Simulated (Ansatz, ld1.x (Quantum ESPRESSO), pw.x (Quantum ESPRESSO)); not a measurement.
## hafnium: does the ultrasoft potential hold in the solid?

hafnium (Hf), ultrasoft, made with ld1.x (Quantum ESPRESSO) 7.5 (PBE, scalar-relativistic). Core [Xe] 4f14, reference 5d2 6s2 6p0. Waves: 6s (bound): rcut 2.35, rcutus 2.95 bohr; 6s channel at 1.85 Ry: rcut 2.35, rcutus 2.95 bohr; 6p (bound, empty): rcut 3.40, rcutus 3.65 bohr; 6p channel at 1.15 Ry: rcut 3.40, rcutus 3.65 bohr; 5d (bound): rcut 1.90, rcutus 2.20 bohr; 5d channel at 0.35 Ry: rcut 1.90, rcutus 2.20 bohr. Local part: all-electron potential smoothed inside 3.55 bohr (lloc = -1). Core correction: a·sin(br)/r model core, default radius (core density twice the valence density). Augmentation charge: built from norm-conserving waves at rcut, not smoothed further.

Crystal test: bcc Hf in pw.x 7.5, no spin, 13³ k-points, Fermi–Dirac smearing 0.01 Ry, cutoffs 40/600 Ry. The reference is all-electron LAPW (Ansatz 0.2.0) with the same functional, mesh and smearing; V0 and B0 come from Birch–Murnaghan fits to the pressures at five volumes. Errors are pseudo minus all-electron; Δ is the rms difference of the E(V) curves that follow from these fits, minima aligned, over ±6 % about the mean V0. Mesh and smearing are coarse, so the numbers serve the comparison and aren't converged zero-temperature values; the lattice is a test structure that the element need not adopt.

| V (Å³/atom) | P all-electron (GPa) | P pseudo (GPa) |
| --- | --- | --- |
| 21.255 | 5.72 | 7.99 |
| 21.815 | 2.83 | 4.92 |
| 22.374 | 0.21 | 2.15 |
| 22.933 | -2.14 | -0.35 |
| 23.493 | -4.26 | -2.61 |

All-electron: a0 = 3.553 Å (V0 = 22.42 Å³/atom), B0 = 98.4 GPa.

Pseudopotential: mean pressure error (GPa): +1.94; a0 (Å): 3.575; a0 error (%): +0.63; B0 error (%): -0.0; Δ (meV/atom): 9.2. The largest radius (3.65 bohr) exceeds half the bond length (2.90 bohr), so the spheres overlap, which is one possible source of error among others. This is a poor potential for the solid. Atomic configuration tests: test run stopped at test 7 of 7 (negative rho). The logarithmic derivative shows an extra or strongly shifted pseudo pole above the reference energy (p near 0.56 Ry).

Q: At the middle volume, how do free energy and pressure move when the wave cutoff is lowered (ecutrho held at 600 Ry)?

A:

```json
{"cutoff (Ry)": "18", "shift of F (meV/atom)": "+46.9", "shift of P (GPa)": "-2.32"}
{"cutoff (Ry)": "24", "shift of F (meV/atom)": "+6.6", "shift of P (GPa)": "+0.03"}
{"cutoff (Ry)": "32", "shift of F (meV/atom)": "+1.9", "shift of P (GPa)": "-0.08"}
```

Input at the middle volume:

```
&control
  calculation='scf', prefix='x', pseudo_dir='./', outdir='./tmp', tstress=.true., disk_io='none'
/
&system
  ibrav=0, nat=1, ntyp=1, ecutwfc=40, ecutrho=600, nbnd=9,
  occupations='smearing', smearing='fd', degauss=0.01
/
&electrons
  conv_thr=1e-09, mixing_beta=0.4, electron_maxstep=70
/
ATOMIC_SPECIES
Hf 1.0 Hf.UPF
CELL_PARAMETERS angstrom
  -1.77512067 1.77512067 1.77512067
  1.77512067 -1.77512067 1.77512067
  1.77512067 1.77512067 -1.77512067
ATOMIC_POSITIONS crystal
Hf 0.0000 0.0000 0.0000
K_POINTS automatic
13 13 13 0 0 0
```

```bash
pw.x < Hf.scf.in > Hf.scf.out
```

Lines of the output:

```
Message from routine setup:
     using ibrav=0 with symmetry is DISCOURAGED, use correct ibrav instead
     lattice parameter (alat)  =       5.8102  a.u.
     unit-cell volume          =     150.9872 (a.u.)^3
     number of electrons       =         4.00
     number of Kohn-Sham states=            9
     kinetic-energy cutoff     =      40.0000  Ry
     charge density cutoff     =     600.0000  Ry
     scf convergence threshold =      1.0E-09
     Exchange-correlation= PBE
     number of k points=    84  Fermi-Dirac smearing, width (Ry)=  0.0100
     iteration #  1     ecut=    40.00 Ry     beta= 0.40
     total energy              =     -10.46159338 Ry
     estimated scf accuracy    <       0.01338143 Ry
     iteration #  2     ecut=    40.00 Ry     beta= 0.40
     total energy              =     -10.46052536 Ry
     estimated scf accuracy    <       0.00288117 Ry
     iteration #  3     ecut=    40.00 Ry     beta= 0.40
     total energy              =     -10.46095067 Ry
     estimated scf accuracy    <       0.00001359 Ry
     iteration #  4     ecut=    40.00 Ry     beta= 0.40
     c_bands:  1 eigenvalues not converged
     total energy              =     -10.46095038 Ry
     estimated scf accuracy    <       0.00000986 Ry
     iteration #  5     ecut=    40.00 Ry     beta= 0.40
     total energy              =     -10.46095144 Ry
     estimated scf accuracy    <       0.00000005 Ry
     iteration #  6     ecut=    40.00 Ry     beta= 0.40
     total energy              =     -10.46095145 Ry
     estimated scf accuracy    <          7.7E-09 Ry
     iteration #  7     ecut=    40.00 Ry     beta= 0.40
     total energy              =     -10.46095145 Ry
     estimated scf accuracy    <          2.1E-09 Ry
     iteration #  8     ecut=    40.00 Ry     beta= 0.40
     the Fermi energy is     8.6581 ev
!    total energy              =     -10.46095145 Ry
     estimated scf accuracy    <          2.7E-10 Ry
     smearing contrib. (-TS)   =      -0.00860690 Ry
     The total energy is F=E-TS. E is the sum of the following terms:
     one-electron contribution =       5.31715781 Ry
     hartree contribution      =       0.00748881 Ry
     xc contribution           =      -7.09792190 Ry
     ewald contribution        =      -8.67906927 Ry
     convergence has been achieved in   8 iterations
          total   stress  (Ry/bohr**3)                   (kbar)     P=       21.46
     Message from routine punch:
     Nothing written, as per user request (disk_io='none')
```

The run at the middle volume (84 k-points, 8 iterations) took about 7.8 s on one core of a shared host (Neoverse-V2, 32 threads, 247 GiB, load 29).
